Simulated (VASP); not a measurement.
# NaCl: single point with PBE

NaCl:

```
Na Cl
1.0
     3.67730    0.00000    0.00000
     0.00000    3.67730    0.00000
     0.00000    0.00000    3.58974
Na Cl
1 1
Direct
  0.00000 0.00000 0.00000
  0.50000 0.50000 0.50000
```

Measurements of this composition are mostly on another form, of space group No. 225.

The cell isn't the ideal one: strain +0.050 along x and y, +0.025 along z, atoms carried along.

- Program: VASP 6.6.1
- Task: single point
- Functional: PBE
- Potentials or basis: VASP PAW PBE potentials, release 64 (Na_pv, Cl)
- Cutoff: 520 eV
- k mesh: 6 × 6 × 6
- Occupations: gaussian, width 0.05 eV
- Spin: no spin polarisation

```
Pressure               : -2.3 GPa
Band gap on the k mesh : 3.52 eV, indirect (least direct gap 3.88 eV)
```

Stress tensor (GPa, compression positive):
```
-2.84  0.00  0.00
 0.00 -2.84  0.00
 0.00  0.00 -1.35
```

Levels at points of the mesh, in eV from the valence-band top:
| k point | band 4 | band 5 | band 6 | band 7 | band 8 | band 9 | band 10 | band 11 |
| --- | --- | --- | --- | --- | --- | --- | --- | --- |
| (0.00, 0.00, 0.00) | -13.08 | -0.54 | -0.54 | -0.37 | 3.52 | 8.47 | 8.69 | 14.36 |
| (0.50, 0.00, 0.00) | -12.84 | -2.53 | -0.35 | -0.19 | 6.48 | 7.63 | 10.45 | 11.25 |
| (0.50, 0.50, 0.00) | -12.66 | -1.96 | -1.96 | 0.00 | 5.33 | 9.65 | 10.17 | 10.17 |
| (0.00, 0.00, 0.50) | -12.80 | -2.52 | -0.32 | -0.32 | 6.42 | 7.77 | 10.41 | 11.34 |
| (0.50, 0.00, 0.50) | -12.62 | -1.97 | -1.91 | -0.12 | 5.47 | 9.45 | 10.03 | 10.25 |
| (0.50, 0.50, 0.50) | -12.44 | -1.63 | -1.57 | -1.57 | 6.98 | 7.01 | 7.01 | 10.60 |

It took 20 s on 1 thread of Intel(R) Xeon(R) Platinum 8375C CPU @ 2.90GHz (Ice Lake), with other jobs on the host, peak memory 0.16 GiB.

A k mesh can miss the band edges.
